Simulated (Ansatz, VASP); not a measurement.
**Ru in VASP and in Ansatz**

INCAR

```
  ALGO = Normal
  EDIFF = 1E-7
  ENCUT = 520
  GGA = PE
  ISIF = 2
  ISMEAR = -1
  LASPH = T
  LCHARG = F
  LREAL = F
  LWAVE = F
  NBANDS = 13
  NELM = 100
  PREC = Accurate
  SIGMA = 0.1
```

The input KPOINTS:

```
k-points
0
Gamma
  23 23 23
```

POSCAR

```
Ru
1.0
    0.0000000000      1.9556723296      1.9556723296
    1.9556723296      0.0000000000      1.9556723296
    1.9556723296      1.9556723296      0.0000000000
Ru
1
Direct
    0.0000000000      0.0000000000      0.0000000000
```

Input for Ansatz:

```yaml
crystal:
  lattice:
    - [0.0, 1.9556723296, 1.9556723296]
    - [1.9556723296, 0.0, 1.9556723296]
    - [1.9556723296, 1.9556723296, 0.0]
  atoms:
    - { symbol: Ru, position: [0.0, 0.0, 0.0] }
hamiltonian:
  xc: pbe
  pseudopotentials:
    kind: paw
    azcp:
      Ru: "pseudopotentials/Ru.paw.azcp"
basis:
  ecutwfc: 420
  fft_grid_basis: typed
kpoints:
  mp_grid: { grid: [23, 23, 23], shift: [0, 0, 0] }
magnetization:
  spin_polarized: false
scf:
  occupations: { method: fermi_dirac, width: 0.1 }
output:
  stress: true
```

Alike in both runs: task single point; functional PBE; k mesh 23 × 23 × 23; occupations fermi-dirac, width 0.1 eV; no spin polarisation.

```csv
,VASP,Ansatz
version,VASP 6.6.1,Ansatz 0.2.0
potentials or method,"VASP PAW PBE potentials, release 64 (Ru_pv)","plane waves (420 eV) with PAW, scalar-relativistic"
plane-wave cutoff (eV),520,420
valence electrons in the cell,14,16
```

Ansatz gave:

| Item | Value |
| --- | --- |
| pressure (GPa) | -19.5 |

Problem. Estimate VASP's values.

Solution. Pressure (GPa): -19.6.

The two sets of potentials don't hold the same shells in valence.

Caveats: so large a pressure means that the cell lies far from this level's equilibrium, or that cutoff or potentials fall short (VASP).
